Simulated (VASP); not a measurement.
# HfC (Fm-3m) in VASP: settings compared

The runs below take HfC through relaxation of cell and atoms, with PBE, r2SCAN.

Everything below comes from runs of VASP 6.6.1. Logs are shortened: lines on timing, memory, paths and dates and some standing lists are left out, and cuts for length are marked.

### Step 1. The structure

The structure is cubic, space group Fm-3m (No. 225). The conventional cell has a = 4.643 Å, b = 4.643 Å, c = 4.643 Å, α = 90.00°, β = 90.00°, γ = 90.00°. Hf (site symmetry m-3m) is surrounded by 6 C at 2.32 Å. C (site symmetry m-3m) is surrounded by 6 Hf at 2.32 Å.

### Step 2. Relaxation of cell and atoms, PBE

INCAR reads:

```
PREC = Accurate ; ENCUT = 300
EDIFF = 1E-7 ; ISMEAR = 1
SIGMA = 0.1 ; LREAL = False
LASPH = True ; NELM = 80
ALGO = Normal ; ISIF = 3
LWAVE = False ; LCHARG = False
GGA = PE ; IBRION = 2
NSW = 90 ; EDIFFG = -0.005
```

KPOINTS reads:

```
regular mesh
0
Gamma
  7 7 7
```

POSCAR reads:

```
HfC                                     
1.0
    0.0000000000      2.3212745168      2.3212745168
    2.3212745168      0.0000000000      2.3212745168
    2.3212745168      2.3212745168      0.0000000000
  Hf              C             
     1     1
Direct
     0.5000000000000000    0.5000000000000000    0.5000000000000000
     0.0000000000000000    0.0000000000000000    0.0000000000000000
```

Potentials or basis: VASP PAW PBE potentials, release 64 (Hf_pv, C_s).

The run is started by

```bash
cat potpaw_PBE.64/Hf_pv/POTCAR potpaw_PBE.64/C_s/POTCAR > POTCAR
mpirun -np 1 vasp_std > vasp.out
```

OUTCAR:

```text
PREC = Accurate
   ENCUT = 300
   EDIFF = 1E-7
   ISMEAR = 1
   LREAL = False
   LASPH = True
   NELM = 80
   ISIF = 3
   GGA = PE
   IBRION = 2
   NSW = 90
   EDIFFG = -0.005

 ion  position               nearest neighbor table
   1  0.500  0.500  0.500-   2 2.32   2 2.32   2 2.32   2 2.32   2 2.32   2 2.32
   2  0.000  0.000  0.000-   1 2.32   1 2.32   1 2.32   1 2.32   1 2.32   1 2.32

  LATTYP: Found a face centered cubic cell.
 ALAT       =     4.6425490336

  Lattice vectors:

 A1 = (   0.0000000000,   2.3212745168,   2.3212745168)
 A2 = (   2.3212745168,   0.0000000000,   2.3212745168)
 A3 = (   2.3212745168,   2.3212745168,   0.0000000000)

Analysis of symmetry for initial positions (statically):
=====================================================================
 Subroutine PRICEL returns:
 Original cell was already a primitive cell.

 Routine SETGRP: Setting up the symmetry group for a
 face centered cubic supercell.

 Subroutine GETGRP returns: Found 48 space group operations
 (whereof 48 operations were pure point group operations)
 out of a pool of 48 trial point group operations.

The static configuration has the point symmetry O_h .

Analysis of symmetry for dynamics (positions and initial velocities):
=====================================================================
 Subroutine PRICEL returns:
 Original cell was already a primitive cell.

 Routine SETGRP: Setting up the symmetry group for a
 face centered cubic supercell.

 Subroutine GETGRP returns: Found 48 space group operations
 (whereof 48 operations were pure point group operations)
 out of a pool of 48 trial point group operations.

The dynamic configuration has the point symmetry O_h .

 Subroutine INISYM returns: Found 48 space group operations
 (whereof 48 operations are pure point group operations),
 and found     1 'primitive' translations

----------------------------------------------------------------------------------------

                                     Primitive cell

  volume of cell :      25.0155

  direct lattice vectors                    reciprocal lattice vectors
     0.000000000  2.321274517  2.321274517    -0.215398910  0.215398910  0.215398910
     2.321274517  0.000000000  2.321274517     0.215398910 -0.215398910  0.215398910
     2.321274517  2.321274517  0.000000000     0.215398910  0.215398910 -0.215398910

  length of vectors
     3.282777904  3.282777904  3.282777904     0.373081855  0.373081855  0.373081855

  position of ions in fractional coordinates (direct lattice)
     0.500000000  0.500000000  0.500000000
     0.000000000  0.000000000  0.000000000

  ion indices of the primitive-cell ions
   primitive index   ion index
                 1           1
                 2           2

----------------------------------------------------------------------------------------

 KPOINTS: regular mesh

Automatic generation of k-mesh.
 Grid dimensions read from file:
 generate k-points for:    7    7    7

 Generating k-lattice:

  Cartesian coordinates                     Fractional coordinates (reciprocal lattice)
    -0.030771273  0.030771273  0.030771273     0.142857143  0.000000000  0.000000000
     0.030771273 -0.030771273  0.030771273     0.000000000  0.142857143  0.000000000
     0.030771273  0.030771273 -0.030771273     0.000000000  0.000000000  0.142857143

  Length of vectors
     0.053297408  0.053297408  0.053297408

  Shift w.r.t. Gamma in fractional coordinates (k-lattice)
     0.000000000  0.000000000  0.000000000

 Subroutine IBZKPT returns following result:
 ===========================================

 Found     20 irreducible k-points:

 Following reciprocal coordinates:
            Coordinates               Weight
  0.000000  0.000000  0.000000      1.000000
  0.142857  0.000000  0.000000      8.000000
  0.285714  0.000000  0.000000      8.000000
  0.428571  0.000000  0.000000      8.000000
  0.142857  0.142857  0.000000      6.000000
  0.285714  0.142857  0.000000     24.000000
[... 12 lines left out ...]
 -0.428571  0.428571  0.142857     24.000000
 -0.285714  0.428571  0.142857     24.000000
   k-points           NKPTS =     20   k-points in BZ     NKDIM =     20   number of bands    NBANDS=     11
   number of dos      NEDOS =    301   number of ions     NIONS =      2
   total plane-waves  NPLWV =   8000
   dimension x,y,z NGX =    20 NGY =   20 NGZ =   20
   dimension x,y,z NGXF=    40 NGYF=   40 NGZF=   40
   ions per type =               1   1
   NGX,Y,Z   is equivalent  to a cutoff of  10.13, 10.13, 10.13 a.u.
   NGXF,Y,Z  is equivalent  to a cutoff of  20.26, 20.26, 20.26 a.u.
 SYSTEM =  unknown system
   PREC   = accura    normal or accurate (medium, high low for compatibility)
   ISTART =      0    job   : 0-new  1-cont  2-samecut
   ICHARG =      2    charge: 1-file 2-atom 10-const
   ISPIN  =      1    spin polarized calculation?
   LNONCOLLINEAR =      F non collinear calculations
   LSORBIT =      F    spin-orbit coupling
   LASPH  =      T    aspherical Exc in radial PAW
   ENCUT  =  300.0 eV  22.05 Ry    4.70 a.u.   4.64  4.64  4.64*2*pi/ulx,y,z
   NELM   =     80;   NELMIN=  2; NELMDL= -5     # of ELM steps
   EDIFF  = 0.1E-06   stopping-criterion for ELM
   LREAL  =      F    real-space projection
   EDIFFG = -.5E-02   stopping-criterion for IOM
   NSW    =     90    number of steps for IOM
   IBRION =      2    ionic relax: 0-MD 1-quasi-New 2-CG
   NFREE  =      1    steps in history (QN), initial steepest desc. (CG)
   ISIF   =      3    stress and relaxation
   ISYM   =      2    0-nonsym 1-usesym 2-fastsym
   POTIM  = 0.5000    time-step for ionic-motion
   TEBEG  =    0.0;   TEEND  =   0.0 temperature during run
   PSTRESS=    0.0 pullay stress
   NELECT =      14.0000    total number of electrons
   NUPDOWN=      -1.0000    fix difference up-down
   EMIN   =  10.00;   EMAX   =-10.00  energy-range for DOS
   EFERMI =   0.00;   METHOD = LEGACY
   ISMEAR =     1;   SIGMA  =   0.10  broadening in eV -4-tet -1-fermi 0-gaus
   EFERMI_NEDOS =   21; number of points for ismear=-14 and -15
   IALGO  =     38    algorithm
   IMIX   =      4    mixing-type and parameters
     AMIX     =   0.40;   BMIX     =  1.00
     AMIX_MAG =   1.60;   BMIX_MAG =  1.00
  volume/ion in A,a.u.               =      12.51        84.41
  Fermi-wavevector in a.u.,A,eV,Ry     =   1.349111  2.549450 24.763969  1.820100
  Thomas-Fermi vector in A             =   2.476725
   LORBIT       =      0    0 simple, 1 ext, 2 COOP (PROOUT), +10 PAW based schemes
   GGA     = PE    functional components
   LHFCALC =     F    Hartree Fock is set to
   AEXX    =    0.0000 exact exchange contribution
   IVDW    =     0    specifies the selected vdW correction
   LEPSILON=     F    determine dielectric tensor
   LRPA    =     F    only Hartree local field effects (RPA)
 conjugate gradient relaxation of ions
 non-spin polarized calculation
 Methfessel and Paxton  Order N= 1 SIGMA  =   0.10
  energy-cutoff  :      300.00
  volume of cell :       25.02
 maximum number of plane-waves:       304
   NGX =  9   NGY =  9   NGZ =  9

 number of electron      14.0000002 magnetization

 Free energy of the ion-electron system (eV)
  ---------------------------------------------------
  ext. energy  EPLUGINS =         0.00000000
  ---------------------------------------------------
  free energy    TOTEN  =       -21.03209593 eV

  energy without entropy =      -21.03043323  energy(sigma->0) =      -21.03154170

 E-fermi :   6.2038     XC(G=0): -12.3028

 val. band max:        6.1700371782   @ k =   0.4286   0.4286   0.0000
 cond. band min:       6.2059629351   @ k =   0.1429   0.1429   0.0000
 fundamental gap:      0.0359257569
 Fermi energy:         6.2037800180

 k-point     1 :       0.0000    0.0000    0.0000
  band No.  band energies     occupation
      1     -23.2247      2.00000
      2     -23.2247      2.00000
      3     -23.2247      2.00000
      4      -6.0033      2.00000
      5       7.3349     -0.00000
      6       7.3349     -0.00000
      7       7.3349     -0.00000
      8       7.7225     -0.00000
      9       7.7225     -0.00000
     10       7.7225     -0.00000
     11       9.7390      0.00000

 k-point     2 :       0.1429    0.0000    0.0000
  band No.  band energies     occupation
      1     -23.3624      2.00000
      2     -23.2384      2.00000
      3     -23.2384      2.00000
      4      -5.4995      2.00000
      5       5.2012      2.00000
      6       5.7872      2.00000
      7       5.7872      2.00000
      8       8.4044      0.00000
      9       8.4044      0.00000
     10       8.7403      0.00000
     11      11.6565      0.00000

 k-point     3 :       0.2857    0.0000    0.0000
  band No.  band energies     occupation
      1     -23.6565      2.00000
      2     -23.2678      2.00000
      3     -23.2678      2.00000
      4      -4.1863      2.00000
      5       2.6790      2.00000
      6       4.2492      2.00000
      7       4.2492      2.00000
      8       9.5956      0.00000
      9       9.7904      0.00000
     10       9.7904      0.00000
     11      14.6639      0.00000
[... 211 lines left out ...]
 k-point    19 :      -0.4286    0.4286    0.1429
  band No.  band energies     occupation
      1     -23.7553      2.00000
      2     -23.5187      2.00000
      3     -23.4455      2.00000
      4      -3.6194      2.00000
      5       3.1161      2.00000
      6       3.9382      2.00000
      7       4.4690      2.00000
      8       7.9014     -0.00000
      9      12.0268      0.00000
     10      12.9244      0.00000
     11      13.0430      0.00000

 k-point    20 :      -0.2857    0.4286    0.1429
  band No.  band energies     occupation
      1     -23.6719      2.00000
      2     -23.6431      2.00000
      3     -23.4315      2.00000
      4      -3.2909      2.00000
      5       2.7376      2.00000
      6       3.6039      2.00000
      7       4.0644      2.00000
      8       9.2421      0.00000
      9      10.7521      0.00000
     10      12.9423      0.00000
     11      13.9533      0.00000

------------------------ aborting loop because EDIFF is reached ----------------------------------------

  FORCE on cell =-STRESS in cart. coord.  units (eV):
  Direction    XX          YY          ZZ          XY          YZ          ZX
  --------------------------------------------------------------------------------------
  -------------------------------------------------------------------------------------
  Total        0.0005219      0.0005219      0.0005219      0.0000000      0.0000000     -0.0000000
  in kB        0.0334240      0.0334240      0.0334240      0.0000000      0.0000000     -0.0000000
  external PRESSURE =       0.0334240 kB  Pullay stress =       0.0000000 kB

 VOLUME and BASIS-vectors are now :
 -----------------------------------------------------------------------------
  energy-cutoff  :      300.00
  volume of cell :       25.02
      direct lattice vectors                 reciprocal lattice vectors
     0.000000000  2.321274517  2.321274517    -0.215398910  0.215398910  0.215398910
     2.321274517  0.000000000  2.321274517     0.215398910 -0.215398910  0.215398910
     2.321274517  2.321274517  0.000000000     0.215398910  0.215398910 -0.215398910

 POSITION                                       TOTAL-FORCE (eV/Angst)
 -----------------------------------------------------------------------------------
      2.32127      2.32127      2.32127         0.000000     -0.000000      0.000000
      0.00000      0.00000      0.00000        -0.000000      0.000000     -0.000000
 -----------------------------------------------------------------------------------
    total drift:                                0.000000      0.000000      0.000000

  FREE ENERGIE OF THE ION-ELECTRON SYSTEM (eV)
  ---------------------------------------------------
  free  energy   TOTEN  =       -21.0320959286 eV

  energy  without entropy=      -21.0304332300  energy(sigma->0) =      -21.03154170

 reached required accuracy - stopping structural energy minimisation
```

It took 2.6 s on 1 thread of Intel Xeon 6975P-C (Granite Rapids), shared host; peak memory 0.11 GiB.

These settings aren't checked as converged: the numbers below hold their error.

Results:

| Quantity | Value |
| --- | --- |
| Free energy | -21.0321 eV |
| Band gap on the k mesh | none (metal or under the smearing width) |

Caveat: the cutoff is under 1.25 times the usual one of these potentials, so pressure, stress and relaxed cells hold a basis-set (Pulay) error; the relaxation stopped at its first step, so nothing moved.

### Step 3. Relaxation of cell and atoms, r2SCAN

This run uses another cell than the first one, of 12.57 Å³/atom, 1.005 times its volume.

INCAR reads:

```
ALGO = Normal
EDIFF = 1E-6
EDIFFG = -0.01
ENCUT = 600
IBRION = 2
ISIF = 3
ISMEAR = 1
LASPH = T
LCHARG = F
LMIXTAU = T
LREAL = F
LWAVE = F
METAGGA = R2SCAN
NELM = 80
NSW = 90
PREC = Accurate
SIGMA = 0.1
```

KPOINTS reads:

```
k-points
0
Gamma
  14 14 14
```

POSCAR reads:

```
HfC
1.0
    0.0000000000      2.3250000000      2.3250000000
    2.3250000000      0.0000000000      2.3250000000
    2.3250000000      2.3250000000      0.0000000000
Hf C
1 1
Direct
    0.5000000000      0.5000000000      0.5000000000
    0.0000000000      0.0000000000      0.0000000000
```

Potentials or basis: VASP PAW PBE potentials, release 64 (Hf_pv, C).

The run is started by

```bash
cat potpaw_PBE.64/Hf_pv/POTCAR potpaw_PBE.64/C/POTCAR > POTCAR
mpirun -np 1 vasp_std > vasp.out
```

It took 7.8 min on 1 thread of AMD EPYC 7R13 (Zen 3), shared host; peak memory 0.17 GiB.

Results (log left out):

```yaml
Free_energy: -57.3433 eV
Relaxed_volume: 12.44 Å³/atom
Relaxed_cell: a = 3.276 Å, b = 3.276 Å, c = 3.276 Å, α = 60.00°, β = 60.00°, γ = 60.00°
Space_group_after_relaxing_to_0.05_Å: Fm-3m (No. 225)
Energy_gained_by_relaxing: 1.1 meV/atom
Ionic_steps: 3
Pressure_after_relaxing: -0.1 GPa
Band_gap_on_the_k_mesh: none (metal or under the smearing width)
```

The path:
| step | energy change (eV) | largest force (eV/Å) | pressure (GPa) | volume (Å³) |
| --- | --- | --- | --- | --- |
| 1 | 0.0000 | 0.0000 | -2.68 | 25.14 |
| 2 | 0.0056 | 0.0000 | 5.16 | 24.38 |
| 3 | -0.0022 | 0.0000 | -0.08 | 24.87 |

Final structure:
```yaml
crystal:
  lattice:
    - [0.00000, 2.31683, 2.31683]
    - [2.31683, 0.00000, 2.31683]
    - [2.31683, 2.31683, 0.00000]
  atoms:
    - { symbol: Hf, position: [0.50000, 0.50000, 0.50000] }
    - { symbol: C, position: [0.00000, 0.00000, 0.00000] }
```

Levels at points of the mesh, in eV from the Fermi level:
```csv
k point,band 5,band 6,band 7,band 8,band 9,band 10
"(0.00, 0.00, 0.00)",1.01,1.01,1.01,1.64,1.64,1.64
"(0.50, 0.00, 0.00)",-6.36,-3.18,-3.18,5.72,5.72,6.27
"(0.50, 0.50, 0.00)",-2.79,-1.65,-0.16,-0.16,5.53,7.16
```

Caveat: the PAW data sets were made with another functional, which shifts forces and pressure a little.
